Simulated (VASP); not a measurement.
# VASP inputs for AgCl (zincblende)

INCAR, step 1 (PBE orbitals to start from)

```
SIGMA = 0.01
ENCUT = 520
PREC = Accurate
LCHARG = .FALSE.
EDIFF = 1E-5
GGA = PE
ISMEAR = 0
LREAL = .FALSE.
NBANDS = 16
LWAVE = .TRUE.
NELM = 120
LASPH = .TRUE.
```

INCAR, step 2

```
LCHARG = .FALSE.
LWAVE = .FALSE.
ISMEAR = 0
EDIFF = 1E-7
AEXX = 0.25
ALGO = Normal
LASPH = .TRUE.
PRECFOCK = Fast
NBANDS = 16
IBRION = -1
SIGMA = 0.01
LHFCALC = .TRUE.
ISTART = 1
GGA = PE
ISIF = 2
PREC = Accurate
ENCUT = 520
HFSCREEN = 0.2079
NELM = 120
NSW = 0
LREAL = .FALSE.
```

KPOINTS

```
KPOINTS created by Atomic Simulation Environment
0
Gamma
6 6 6
0 0 0
```

KPOINTS_OPT

```
special points
6
Reciprocal
0.0000000000 0.0000000000 0.0000000000 1
0.5000000000 0.0000000000 0.5000000000 1
0.5000000000 0.2500000000 0.7500000000 1
0.3750000000 0.3750000000 0.7500000000 1
0.5000000000 0.5000000000 0.5000000000 1
0.6250000000 0.2500000000 0.6250000000 1
```

POSCAR

```
Ag Cl
 1.0000000000000000
    -0.0000000000000000    2.9932461610011161    2.9932461610011161
     2.9932461610011161   -0.0000000000000000    2.9932461610011161
     2.9932461610011161    2.9932461610011161    0.0000000000000000
 Ag  Cl
   1   1
Cartesian
  0.0000000000000000  0.0000000000000000  0.0000000000000000
  1.4966230805005580  1.4966230805005580  1.4966230805005580
```

VASP ran with the recommended PBE PAW datasets (18 valence electrons in the cell).

Question: Predict the results.

Answer: gap between bands v and c 2.70 eV; least direct gap 2.70 eV; pressure 1.0 GPa.

Band v is the last that the valence electrons fill when counted band by band, and c is the next. Levels in eV from the top of v:

| point | v−1 | v | c | c+1 |
| --- | --- | --- | --- | --- |
| Γ | 0.00 | 0.00 | 2.70 | 9.69 |
| X | -1.54 | -1.54 | 6.14 | 7.16 |
| W | -1.95 | -1.17 | 7.36 | 7.51 |
| K | -1.54 | -1.19 | 6.88 | 7.29 |
| L | -0.63 | -0.63 | 5.33 | 8.20 |
